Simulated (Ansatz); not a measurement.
A relaxation computed with Ansatz, from input to last step.

```yaml
crystal:
  lattice:
    - [-4.55935, 4.55935, 0.0]
    - [-4.55935, 0.0, 4.55935]
    - [0.0, 4.55935, 4.55935]
  atoms:
    - { symbol: "N", position: [0.7490292534, 0.7523831879, 0.7509151734] }
    - { symbol: "N", position: [0.2482116246, 0.7477358146, 0.7538431149] }
    - { symbol: "N", position: [0.752768061, 0.2447366113, 0.753773607] }
    - { symbol: "N", position: [0.7544483559, 0.7526661665, 0.2448014135] }
    - { symbol: "N", position: [0.2531870982, 0.2507683789, 0.745147192] }
    - { symbol: "N", position: [0.241205833, 0.750494197, 0.2533969467] }
    - { symbol: "N", position: [0.7544771642, 0.2492730087, 0.2468497826] }
    - { symbol: "N", position: [0.2563533144, 0.2414952612, 0.2479012077] }
    - { symbol: Sc, position: [0.4922526083, 0.0106744184, 0.0057793927] }
    - { symbol: Sc, position: [0.9967118545, 0.4933741128, 0.0073417053] }
    - { symbol: Sc, position: [0.9998779672, 0.0009314406, 0.5006722853] }
    - { symbol: Sc, position: [0.4945669272, 0.5055330675, 0.0027699336] }
    - { symbol: Sc, position: [0.4994068053, 0.0028519797, 0.5036171715] }
    - { symbol: Sc, position: [0.0067079394, 0.5020667596, 0.495216207] }
    - { symbol: Sc, position: [0.4957978762, 0.5048778198, 0.5046795484] }
    - { symbol: Ti, position: [0.0045447655, 0.9985198201, 0.9976597582] }
  symmetry: { detect: false }
basis:
  ecutwfc: 420
kpoints:
  mp_grid: { grid: [3, 3, 3], shift: [0.0, 0.0, 0.0] }
hamiltonian:
  xc: pbe
scf:
  occupations: { method: gaussian, width: 0.1 }
  lower_state_search: "off"
output:
  forces: true
  stress: true
  eigenvalues: true
relax:
  adjacent_minimum: "off"
  f_tol: 0.04
  max_steps: 50
  cell: { stress_tol: 0.3 }
```

```bash
ansatz run input.yaml --threads 4 --pin off --max-ram 9216MiB --backend cpu --events-out ev --progress --plain --runs-dir out
```

Computed with DFT PBE, scalar-relativistic, plane waves, PAW (Ansatz 0.2.0).

Of 5 frames 5 are shown, positions in Å and forces in eV/Å; the SCF threshold varies from step to step. Steps run on the plane waves of an earlier cell, with a Pulay correction in the pressure. The basis is chosen afresh for the last frame, the zero of the energies, and can be on the way; energy and pressure step there, also at an unchanged geometry.

```xyz
16
Lattice="-4.5594 4.5594 0.0000 -4.5594 0.0000 4.5594 0.0000 4.5594 4.5594" Properties=species:S:1:pos:R:3:forces:R:3 pbc="T T T" step=1 free_energy_over_end_meV_per_atom=36.72 pressure_GPa=-10.47
N    -6.8455    6.8388    6.8541    0.1610   -0.0230   -0.1730
N    -4.5409    4.5687    6.8462   -0.2820    0.0470    0.7690
N    -4.5480    6.8689    4.5526   -0.2150    0.4800    0.1690
N    -6.8715    4.5559    4.5478   -0.4420    0.1540    0.1440
N    -2.2977    4.5518    4.5407    0.8010    0.0820    0.2290
N    -4.5215    2.2551    4.5771   -0.4070   -0.5190   -0.1600
N    -4.5764    4.5654    2.2620    0.1010   -0.0190   -0.4360
N    -2.2699    2.2991    2.2313   -0.0980   -0.1600    0.6350
Sc   -2.2930    2.2707    0.0750   -0.1360    0.3650   -0.9660
Sc   -6.7938    4.5778    2.2829   -0.3650   -0.5800    0.1670
Sc   -4.5630    6.8415    2.2870    0.4360    0.0200    0.1950
Sc   -4.5598    2.2675    2.3175   -0.3820    0.2510   -0.4750
Sc   -2.2900    4.5731    2.3092   -0.1320    0.2410   -0.3770
Sc   -2.3197    2.2884    4.5470    0.5700   -0.1840    0.4670
Sc   -4.5624    4.5615    4.6029   -0.1110    0.1960   -0.3140
Ti   -4.5733    4.5694    9.1013    0.5010   -0.3500    0.1260
16
Lattice="-4.4581 4.4601 -0.0024 -4.4539 0.0018 4.4515 -0.0019 4.4558 4.4515" Properties=species:S:1:pos:R:3:forces:R:3 pbc="T T T" step=2 free_energy_over_end_meV_per_atom=8.02 pressure_GPa=2.60
N    -6.6890    6.6680    6.6716   -0.1120    0.3100    0.1160
N    -4.4855    4.4759    6.7307    0.3700   -0.2590    0.1050
N    -4.4553    6.7457    4.4427    0.0870    0.1050    0.1250
N    -6.7111    4.4799    4.4600   -0.3870   -0.2500    0.0040
N    -2.1655    4.4662    4.4540   -0.2210   -0.1110    0.1000
N    -4.4317    2.1787    4.4409   -0.1590    0.0810    0.1960
N    -4.4949    4.4687    2.1838    0.4500   -0.1150   -0.0470
N    -2.2341    2.2171    2.2003   -0.0360    0.2030    0.2960
Sc   -2.2483    2.2578    0.0160    0.5740   -0.5730    0.2860
Sc   -6.6908    4.4229    2.2523    0.1140    0.9570   -0.4820
Sc   -4.4447    6.6942    2.2324   -0.7020   -0.0810   -0.2670
Sc   -4.4911    2.2405    2.2155    0.6270   -0.1920    0.4410
Sc   -2.2687    4.4674    2.2418    0.5140   -0.3490    0.0940
Sc   -2.2291    2.2365    4.4732   -0.1010    0.0600   -0.6440
Sc   -4.4372    4.4777    4.4802   -0.1850   -0.2650   -0.1780
Ti   -4.4136    4.4484    8.9073   -0.8330    0.4810   -0.1450
16
Lattice="-4.4701 4.4702 0.0011 -4.4725 -0.0014 4.4719 0.0011 4.4723 4.4716" Properties=species:S:1:pos:R:3:forces:R:3 pbc="T T T" step=3 free_energy_over_end_meV_per_atom=-1.22 pressure_GPa=0.00
N    -6.7078    6.7128    6.7107    0.0000   -0.0340    0.0370
N    -4.4741    4.4744    6.7707    0.0070    0.0050   -0.0350
N    -4.4702    6.7636    4.4795   -0.0220   -0.0250   -0.0090
N    -6.7656    4.4729    4.4786    0.0400    0.0080    0.0030
N    -2.1846    4.4751    4.4789   -0.0220    0.0040   -0.0140
N    -4.4744    2.1829    4.4790    0.0060    0.0340   -0.0100
N    -4.4718    4.4743    2.1899   -0.0060   -0.0010    0.0300
N    -2.2363    2.2400    2.2408   -0.0100   -0.0060    0.0140
Sc   -2.2384    2.2386    0.0106    0.0170    0.0080   -0.0610
Sc   -6.7084    4.4744    2.2418    0.0030   -0.0310    0.0230
Sc   -4.4725    6.7083    2.2426    0.0230    0.0150    0.0090
Sc   -4.4733    2.2391    2.2430   -0.0200    0.0060    0.0080
Sc   -2.2355    4.4749    2.2427   -0.0190    0.0140    0.0100
Sc   -2.2391    2.2391    4.4801    0.0140    0.0050   -0.0130
Sc   -4.4722    4.4752    4.4784   -0.0110   -0.0100   -0.0020
Ti   -4.4719    4.4743    8.9473   -0.0010    0.0070    0.0120
16
Lattice="-4.4719 4.4719 -0.0002 -4.4715 0.0002 4.4715 -0.0002 4.4715 4.4716" Properties=species:S:1:pos:R:3:forces:R:3 pbc="T T T" step=4 free_energy_over_end_meV_per_atom=-1.27 pressure_GPa=0.00
N    -6.7099    6.7117    6.7135    0.0000    0.0000    0.0000
N    -4.4739    4.4757    6.7665    0.0000    0.0000   -0.0010
N    -4.4741    6.7643    4.4778   -0.0010    0.0000   -0.0010
N    -6.7627    4.4759    4.4778    0.0010    0.0000   -0.0010
N    -2.1855    4.4756    4.4779    0.0000    0.0000   -0.0010
N    -4.4738    2.1870    4.4779    0.0000    0.0010   -0.0010
N    -4.4740    4.4757    2.1893    0.0000    0.0000    0.0000
N    -2.2381    2.2397    2.2421    0.0000    0.0010    0.0000
Sc   -2.2382    2.2398    0.0063    0.0010    0.0000    0.0000
Sc   -6.7097    4.4759    2.2419   -0.0010   -0.0010    0.0010
Sc   -4.4741    6.7115    2.2419    0.0000    0.0000    0.0010
Sc   -4.4739    2.2400    2.2420    0.0000    0.0000    0.0010
Sc   -2.2383    4.4757    2.2420    0.0010   -0.0010    0.0010
Sc   -2.2381    2.2398    4.4778    0.0010    0.0000    0.0010
Sc   -4.4740    4.4757    4.4779    0.0000   -0.0010   -0.0010
Ti   -4.4737    4.4757    8.9492    0.0000    0.0000    0.0010
16
Lattice="-4.4719 4.4719 -0.0002 -4.4715 0.0002 4.4715 -0.0002 4.4715 4.4716" Properties=species:S:1:pos:R:3:forces:R:3 pbc="T T T" step=5 free_energy_over_end_meV_per_atom=0.00 pressure_GPa=-0.17
N    -6.7099    6.7117    6.7135    0.0000    0.0000    0.0000
N    -4.4739    4.4757    6.7665    0.0000    0.0000   -0.0010
N    -4.4741    6.7643    4.4778   -0.0010    0.0000   -0.0010
N    -6.7627    4.4759    4.4778    0.0010    0.0000   -0.0010
N    -2.1855    4.4756    4.4779    0.0000    0.0000   -0.0010
N    -4.4738    2.1870    4.4779    0.0000    0.0010   -0.0010
N    -4.4740    4.4757    2.1893    0.0000    0.0000    0.0000
N    -2.2381    2.2397    2.2421    0.0000    0.0010    0.0000
Sc   -2.2382    2.2398    0.0063    0.0010    0.0000    0.0000
Sc   -6.7097    4.4759    2.2419   -0.0010   -0.0010    0.0010
Sc   -4.4741    6.7115    2.2419    0.0000    0.0000    0.0010
Sc   -4.4739    2.2400    2.2420    0.0000    0.0000    0.0010
Sc   -2.2383    4.4757    2.2420    0.0010   -0.0010    0.0010
Sc   -2.2381    2.2398    4.4778    0.0010    0.0000    0.0010
Sc   -4.4740    4.4757    4.4779    0.0000   -0.0010   -0.0010
Ti   -4.4737    4.4757    8.9492    0.0000    0.0000    0.0010
```

The run took 42 s on 4 threads of Arm Neoverse V1 (shared host), peak memory 0.76 GiB.

The k mesh is coarse. Spin polarisation was left out, and a magnetic state may lie lower.